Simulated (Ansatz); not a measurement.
Field gradients at the nuclei in GeS

The cell is a Materials Project structure (computed, not necessarily an observed phase), taken as it stands.

```xyz
8
Lattice="10.7808 0.0000 0.0000 0.0000 3.6031 0.0000 0.0000 0.0000 4.5231" Properties=species:S:1:pos:R:3 pbc="T T T"
Ge    9.4035    0.9008    1.6595
Ge    1.3773    2.7024    2.8636
Ge    6.7677    2.7024    3.9211
Ge    4.0131    0.9008    0.6021
S     7.0596    0.9008    2.3285
S     3.7212    2.7024    2.1947
S     9.1116    2.7024    0.0669
S     1.6692    0.9008    4.4562
```

Sites (sets of like atoms) are named by element and the number of their first atom in this list.

All values are calculated (Ansatz; DFT, r2SCAN, plane waves and PAW, scalar-relativistic, 500 eV cutoff, Γ-centred 3×9×7 k-points, Fermi–Dirac smearing 0.01 eV), not measured.

C_Q = eQV_zz/h, which is 24.18 MHz for Q = 1 b and V_zz = 10²¹ V/m²; η = (V_xx − V_yy)/V_zz. Directions are in the Cartesian axes of the cell vectors above, for the atom listed; none is given where the gradient is under 0.02 or η is above 0.95.

```
site  first atom          first shell  V_zz (10²¹ V/m²)     η  direction of V_zz (x, y, z)
  Ge           1   3 S at 2.42–2.44 Å             -9.31  0.23               0.78 0.00 0.63
   S           5  3 Ge at 2.42–2.44 Å             -6.83  0.09               0.76 0.00 0.65
```

At Ge and S V_zz stands upright on the plane through its three neighbours (within 9°) in each case.

Hardware: 1 thread of Arm Neoverse N1 (aarch64; 36 cores open to the job, memory cap 3.0 GiB, no GPU), a shared host with a load of 0.8 a core. Wall time 1.8 min, CPU time 1.8 min, peak memory 0.88 GiB.
